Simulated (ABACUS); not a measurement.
# Nb under changes of volume

One of the cells (18.922 Å³/atom); the others are scaled copies at fixed shape and fractional positions:

```
Nb
1.0
     0.00000    2.11500    2.11500
     2.11500    0.00000    2.11500
     2.11500    2.11500    0.00000
Nb
1
Direct
  0.00000 0.00000 0.00000
```

This isn't the form of Nb at room conditions, which is bcc.

```yaml
Program: ABACUS 3.10.1
Functional: PBE
Potentials_or_basis: PseudoDojo NC SR 0.4.1 PBE standard
Cutoff: 1361 eV
Density_cutoff: 5442 eV
Basis: DZP LCAO (the cutoffs set its grid)
k_mesh: 11 × 11 × 11
Occupations: fermi-dirac, width 0.05 eV
Spin: no spin polarisation
```

| volume (Å³/atom) | energy over the lowest point (meV/atom) | pressure (GPa) |
| --- | --- | --- |
| 17.786 | 28.22 | 9.8 |
| 18.165 | 9.88 | 5.8 |
| 18.543 | 0.84 | 2.1 |
| 18.922 | 0.00 | -1.3 |
| 19.300 | 6.84 | -4.3 |
| 19.679 | 20.47 | -7.0 |
| 20.057 | ? | ? |

What does the run at 20.057 Å³/atom give?

Energy over the lowest point 40.41 meV/atom; pressure -9.5 GPa.

Worked out: A Birch-Murnaghan fit of order 3 (a polynomial in V^(-2/3)) to the other rows has its minimum at 18.77 Å³/atom with B0 = V·E''(V) = 165 GPa and B' = 3.9. It gives 40.30 meV/atom at 20.057 Å³/atom, against the run's 40.41, and -dE/dV = -9.6 GPa, against -9.5.

Energies are extrapolated to zero smearing.

Caveats: the atomic orbitals were generated for these runs and aren't a published set; the basis of atomic orbitals isn't converged, which shifts pressures, moduli and gaps.
